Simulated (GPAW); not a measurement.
# GaAs (F-43m) in GPAW: notebook

The runs below take GaAs through single point, with PBE, LDA.

Program: GPAW 26.7.0. These are calculated values, not measurements. Logs are shortened: lines on timing, memory, paths and dates and some standing lists are left out, and cuts for length are marked. The log counts tension as positive stress, the text compression.

**What was measured.**

From “Evidence of valence band perturbations in GaAsN/GaAs(001): A combined variable-angle spectroscopic ellipsometry and modulated photoreflectance investigation”, 2008, arxiv:0805.2212, for a bulk crystal of GaAs at 300 K: band gap 1.418 ± 0.005 eV (direct).

How close the calculation comes is told below.

### 1 The structure

The structure is cubic, space group F-43m (No. 216). Conventional cell: a = 5.654 Å, b = 5.654 Å, c = 5.654 Å, α = 90.00°, β = 90.00°, γ = 90.00°. As (site symmetry -43m) has 4 Ga at 2.45 Å as nearest neighbours. Around Ga (site symmetry -43m) lie 4 As at 2.45 Å.

### 2 Single point, PBE

File run.py:

```python
from ase import Atoms
from ase.dft.bandgap import bandgap
from ase.io import write
from ase.units import GPa
from gpaw import GPAW, PW

atoms = Atoms(['As', 'Ga'],
              cell=[[0.0, 2.82685, 2.82685],
                    [2.82685, 0.0, 2.82685],
                    [2.82685, 2.82685, 0.0]],
              scaled_positions=[[0.75, 0.75, 0.75],
                                [0.0, 0.0, 0.0]],
              pbc=True)

calc = GPAW(mode=PW(400),
            xc='PBE',
            kpts={'size': (7, 7, 7), 'gamma': True},
            occupations={'name': 'fermi-dirac', 'width': 0.05},
            nbands=11,
            maxiter=120,
            txt='gpaw.txt')
atoms.calc = calc
energy = atoms.get_potential_energy()
forces = atoms.get_forces()
stress = atoms.get_stress()
calc.write('gs.gpw')
write('result.traj', atoms)
print(f'Energy: {energy:.6f} eV')
print('Forces (eV/A):')
print(forces.round(4))
print('Stress (GPa):', (stress / GPa).round(3))
print('Fermi level:', round(calc.get_fermi_level(), 4), 'eV')
print(f'Gap: {bandgap(calc)[0]:.4f} eV, direct: {bandgap(calc, direct=True)[0]:.4f} eV')
```

Potentials or basis: GPAW PAW data sets (gpaw-data 1.2.1), pw.

Command:

```bash
$ OMP_NUM_THREADS=1 python run.py
```

gpaw.txt:

```text
__  _  _
 | _ |_)|_||  |
 |__||  | ||/\| - 26.7.0

Input parameters:
  mode=PW(ecut=400.0),
  kpts=MonkhorstPack(size=(7, 7, 7), gamma=True),
  maxiter=120,
  nbands=11,
  occupations=Occupations(name='fermi-dirac', width=0.05),
  xc=XC(name='PBE')

Diagonalizing LCAO Hamiltonian
Converting LCAO to pw mode

                    As

       Ga

Atoms  # Å, Bohr magnetons
|   | symbol |        x |        y |        z |    initial magnetic moments |
|---|--------|----------|----------|----------|-----------------------------|
| 0 |     As | 4.240275 | 4.240275 | 4.240275 | ( 0.0000,  0.0000,  0.0000) |
| 1 |     Ga | 0.000000 | 0.000000 | 0.000000 | ( 0.0000,  0.0000,  0.0000) |

Unit cell  # Å
| periodic |        x |        y |        z |  lengths |    angles |
|----------|----------|----------|----------|----------|-----------|
|      yes | 0.000000 | 2.826850 | 2.826850 | 3.997770 | 60.000000 |
|      yes | 2.826850 | 0.000000 | 2.826850 | 3.997770 | 60.000000 |
|      yes | 2.826850 | 2.826850 | 0.000000 | 3.997770 | 60.000000 |

Number of symmetries: 24
Symmetry operations  # r_c * U_cc + t_c -> r_c
|    | kind |            matrix            |
|----|------|------------------------------|
|  0 |  E   |  1, 0, 0,  0, 1, 0,  0, 0, 1 |
|  1 |  σ   |  1, 0, 0,  0, 0, 1,  0, 1, 0 |
|  2 |  σ   |  1, 0,-1,  0, 1,-1,  0, 0,-1 |
|  3 |  C3  |  1, 0,-1,  0, 0,-1,  0, 1,-1 |
|  4 |  C3  |  1,-1, 0,  0,-1, 1,  0,-1, 0 |
|  5 |  σ   |  1,-1, 0,  0,-1, 0,  0,-1, 1 |
|  6 |  σ   |  0, 1, 0,  1, 0, 0,  0, 0, 1 |
|  7 |  C3  |  0, 1, 0,  0, 0, 1,  1, 0, 0 |
|  8 |  C2  |  0, 1,-1,  1, 0,-1,  0, 0,-1 |
|  9 |  S4  |  0, 1,-1,  0, 0,-1,  1, 0,-1 |
| 10 |  C3  |  0, 0, 1,  1, 0, 0,  0, 1, 0 |
| 11 |  σ   |  0, 0, 1,  0, 1, 0,  1, 0, 0 |
| 12 |  S4  |  0, 0,-1,  1, 0,-1,  0, 1,-1 |
| 13 |  C3  |  0, 0,-1,  0, 1,-1,  1, 0,-1 |
| 14 |  S4  |  0,-1, 1,  1,-1, 0,  0,-1, 0 |
| 15 |  C2  |  0,-1, 1,  0,-1, 0,  1,-1, 0 |
| 16 |  C3  |  0,-1, 0,  1,-1, 0,  0,-1, 1 |
| 17 |  S4  |  0,-1, 0,  0,-1, 1,  1,-1, 0 |
| 18 |  S4  | -1, 1, 0, -1, 0, 1, -1, 0, 0 |
| 19 |  C3  | -1, 1, 0, -1, 0, 0, -1, 0, 1 |
| 20 |  C3  | -1, 0, 1, -1, 1, 0, -1, 0, 0 |
| 21 |  S4  | -1, 0, 1, -1, 0, 0, -1, 1, 0 |
| 22 |  σ   | -1, 0, 0, -1, 1, 0, -1, 0, 1 |
| 23 |  C2  | -1, 0, 0, -1, 0, 1, -1, 1, 0 |

BZ-sampling:
  Number of BZ points: 343
  Number of IBZ points: 20

  Monkhorst-Pack size: [7, 7, 7]
  Monkhorst-Pack shift: [0, 0, 0]

K-points  # in reciprocal-cell coordinates
|     |                                coordinates |     weight |
|-----|--------------------------------------------|------------|
|   0 | (  0.00000000,   0.00000000,   0.00000000) | 0.00291545 |
|   1 | (  0.14285714,   0.14285714,   0.00000000) | 0.01749271 |
|   2 | (  0.14285714,   0.14285714,   0.14285714) | 0.02332362 |
|   3 | (  0.28571429,   0.14285714,   0.14285714) | 0.03498542 |
|   4 | (  0.28571429,   0.28571429,   0.00000000) | 0.01749271 |
|   5 | (  0.28571429,   0.28571429,   0.14285714) | 0.06997085 |
|   6 | (  0.28571429,   0.28571429,   0.28571429) | 0.02332362 |
|   7 | (  0.42857143,  -0.28571429,  -0.28571429) | 0.03498542 |
|   8 | (  0.42857143,   0.28571429,  -0.42857143) | 0.13994169 |
|   9 | (  0.42857143,   0.28571429,  -0.28571429) | 0.06997085 |
| ... |                                            |            |
|  19 | (  0.42857143,   0.42857143,   0.42857143) | 0.02332362 |

Plane wave coefficients: 869
Cutoff: 400.0 eV

Spin-components: 1 (collinear spins)
Bands:           11
Projectors:      10
Spin-degeneracy: 2
Datatype:        complex128

Parallelization:
  kpt:    1
  domain: 1
  band:   1

Density:
  Valence electrons: 8.0
  Components: 1
  Grid points: [20 20 20]
  Charge: 0.0  # |e|

Potential:
  Grid points: [20 20 20]

species:
  As:
    name:    Arsenic
    Z:       33.0
    valence: 5
    core:    28
    charge:  0.0  # [|e|]
    compensation charges:
      type: gauss
      rc: 0.33  # [Å]
      lmax: 2
    cutoffs:
      filter: 1.87  # [Å]
      core: 2.96  # [Å]
    projectors
    | kind |    occ | energy [eV] | rcut [Å] |
    |------|--------|-------------|----------|
    |   4s |  2.000 |     -14.487 |    1.058 |
    |   4p |  3.000 |      -5.196 |    1.058 |
    |    s |        |      12.725 |    1.058 |
    |    p |        |      22.016 |    1.058 |
    |    d |        |       0.000 |    1.058 |

    Using partial waves for As as LCAO basis

  Ga:
    name:    Gallium
    Z:       31.0
    valence: 3
    core:    28
    charge:  0.0  # [|e|]
    compensation charges:
      type: gauss
      rc: 0.37  # [Å]
      lmax: 2
    cutoffs:
      filter: 2.06  # [Å]
      core: 4.17  # [Å]
    projectors
    | kind |    occ | energy [eV] | rcut [Å] |
    |------|--------|-------------|----------|
    |   4s |  2.000 |      -8.945 |    1.164 |
    |   4p |  1.000 |      -2.580 |    1.164 |
    |    s |        |      18.266 |    1.164 |
    |    p |        |      24.631 |    1.164 |
    |    d |        |       0.000 |    1.164 |

    Using partial waves for Ga as LCAO basis

Reference energy: -114387.645129  # eV

eigensolver:
  PPCG
  Converge bands: occupied
  niter=2

density mixing:
  MSR1-Mixer
  Pratt-step length: 0.05
  Maximum mixing coefficient: 0.75
  Old densities: 10
  SVD Regularization: 0.005
  Good broyden scale: 1.0
  Trust region scale: 1.0
  Backstep threshold: 4.0
  History deletion threshold: 6.0
  Fourier metric: weight=20.0, sigma=0.015

occupation numbers:
  Fermi-Dirac:
    width: 0.0500  # eV

poisson solver:
  ecut: 3200.0  # eV

xc functional:
  name: PBE with 2 nearest neighbor stencil

convergence criteria:
- Maximum [total energy] change in last 3 cyles: 0.0005 eV / valence electron
- Maximum integral of absolute [dens]ity change: 0.0001 electrons / valence electron
- Maximum integral of absolute [eigenst]ate change: 4e-08 eV^2 / valence electron
maximum number of iterations: 120

SCF iterations
|iter     | |      energy | eigst |  dens |
|---------|-|-------------|-------|-------|
|iter:   1| |   -8.311045 | -0.66 |       |
|iter:   2| |   -8.293545 | -3.05 | -0.89 |
|iter:   3| |   -8.220182 | -2.22 | -0.92 |
|iter:   4| |   -8.221969 | -3.80 | -1.52 |
|iter:   5| |   -8.222219c| -4.71 | -2.05 |
|iter:   6| |   -8.222235c| -6.04 | -2.81 |
|iter:   7| |   -8.222236c| -7.49c| -3.55 |
|iter:   8| |   -8.222236c| -8.55c| -4.10c|

Converged in 8 steps
Energy contributions relative to reference atoms: (reference = -114387.645129)

Energy contributions:
  Kinetic:          26.960798
  Coulomb:         -23.836178
  Zero:              0.017933
  External:          0.000000
  Xc:              -11.364779
  Entropy:          -0.000020
  Spinorbit:         0.000000
  ----------------------------
  Free energy:      -8.222246
  Extrapolated:     -8.222236

dipole moment: (-10.949529, -10.949529, -10.949529)  # |e|*Ang

Fermi level: 5.245
Eigenvalues  # (at kpt = [0.000, 0.000, 0.000])
| band index |      eig [eV] | occ [0-2] |
|------------|---------------|-----------|
|          0 |        -7.773 |     2.000 |
|          1 |         4.924 |     1.997 |
|          2 |         4.924 |     1.997 |
|          3 |         4.924 |     1.997 |
|          4 |         5.510 |     0.010 |
|          5 |         8.695 |     0.000 |
|          6 |         8.695 |     0.000 |
|          7 |         8.695 |     0.000 |
|          8 |        12.579 |     0.000 |
|          9 |        15.010 |     0.000 |
|         10 |        15.010 |     0.000 |

Gap: 0.586 eV
Transition (v -> c):
  (s=0, k=0, n=3, [0.00, 0.00, 0.00]) -> (s=0, k=0, n=4, [0.00, 0.00, 0.00])
No difference between direct/indirect transitions

Forces  # eV/Ang
|        x |       y |        z |
|----------|---------|----------|
|  0.00000 | 0.00000 |  0.00000 |  # As   0
| -0.00000 | 0.00000 | -0.00000 |  # Ga   1

Stress tensor  # eV/Ang^3
|         x |         y |         z |
|-----------|-----------|-----------|
| -0.026989 | -0.000000 | -0.000000 |
| -0.000000 | -0.026989 |  0.000000 |
| -0.000000 |  0.000000 | -0.026989 |

# Writing to gs.gpw (mode='')
```

Run time: 3.3 s. Hardware: 1 thread of AMD EPYC 9B14 (Zen 4), shared host; peak memory 0.13 GiB.

The run converged, but some of its settings lie outside the range that counts as converged, so its numbers aren't taken as properties of the crystal.

Results:

| Item | Value |
| --- | --- |
| Free energy | -8.2222 eV |
| Pressure | 4.3 GPa |
| Band gap on the k mesh | 0.59 eV, direct |

Caveat: the cutoff is short for stress and forces, so pressures can be off by a GPa or more; an odd mesh through Γ misses points on the zone boundary, where band edges often lie.

### 3 Single point, LDA

run.py: that of step 2 with these lines changed.

```diff
@@ -14,4 +14,4 @@
 
-calc = GPAW(mode=PW(400),
-            xc='PBE',
+calc = GPAW(mode=PW(450),
+            xc='LDA',
             kpts={'size': (7, 7, 7), 'gamma': True},
```

Potentials or basis: the program's PAW data sets (release 1.2.1) made for this functional, pw.

Command:

```bash
$ OMP_NUM_THREADS=1 python run.py
```

Run time: 3.7 s. Hardware: 1 thread of Intel Xeon at 2.60GHz (Ice Lake), shared host; peak memory 0.13 GiB.

The run converged. Its results:

```yaml
Free_energy: -9.6027 eV
Pressure: -0.9 GPa
Band_gap_on_the_k_mesh: 0.36 eV, direct
```

Levels at points of the mesh, in eV from the valence-band top:
```csv
k point,band 1,band 2,band 3,band 4,band 5,band 6,band 7
"(0.00, 0.00, 0.00)",-12.75,0.00,0.00,0.00,0.36,3.72,3.72
```

Caveat: the cutoff is short for stress and forces, so pressures can be off by a GPa or more.

### 4 Comparison with measurements

Step 3. A measured gap of GaAs is 1.418 eV (direct; 300 K; “Evidence of valence band perturbations in GaAsN/GaAs(001): A combined variable-angle spectroscopic ellipsometry and modulated photoreflectance investigation”, 2008, arxiv:0805.2212); the calculated 0.36 eV misses it by -1.06 eV. So large a miss can be the level of theory's own, or it may mean another phase, state or a wrong row. 3 values of this kind are on record (1.412 to 1.51 eV); this one was drawn at random among those near their median, those with a stated uncertainty first. Spin-orbit coupling on As, Ga is left out. The value is that of LDA, without temperature or zero-point motion. Semilocal functionals fall short of measured gaps as a rule.
